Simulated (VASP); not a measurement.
A run of VASP 6.6.1 is set up as follows.

INCAR

```
ALGO = Normal ; EDIFF = 1E-6
ENCUT = 520 ; GGA = PS
ISIF = 2 ; ISMEAR = 0
LASPH = True ; LCHARG = True
LELF = True ; LREAL = False
LVHAR = True ; LWAVE = False
NBANDS = 11 ; NELM = 100
PREC = Accurate ; SIGMA = 0.02
```

Contents of KPOINTS:

```
k-points
0
Gamma
  12 12 12
```

The input POSCAR:

```
Si
1.0
    0.0000000000      2.7168139338      2.7168139338
    2.7168139338      0.0000000000      2.7168139338
    2.7168139338      2.7168139338      0.0000000000
Si
2
Direct
    0.7500000000      0.7500000000      0.7500000000
    0.5000000000      0.5000000000      0.5000000000
```

Potentials or basis: VASP PAW PBE potentials, release 64 (Si).

Command:

```bash
$ cat potpaw_PBE.64/Si/POTCAR > POTCAR
$ mpirun -np 1 vasp_std > vasp.out
```

Question: What does it give for the pressure?

Answer: 0.1 GPa.

Question: Predict the band gap on the k mesh.

Answer: 0.46 eV, indirect (least direct gap 2.52 eV).

Caveat: the PAW data sets were made with another functional, which shifts forces and pressure a little. A k mesh can miss the band edges.
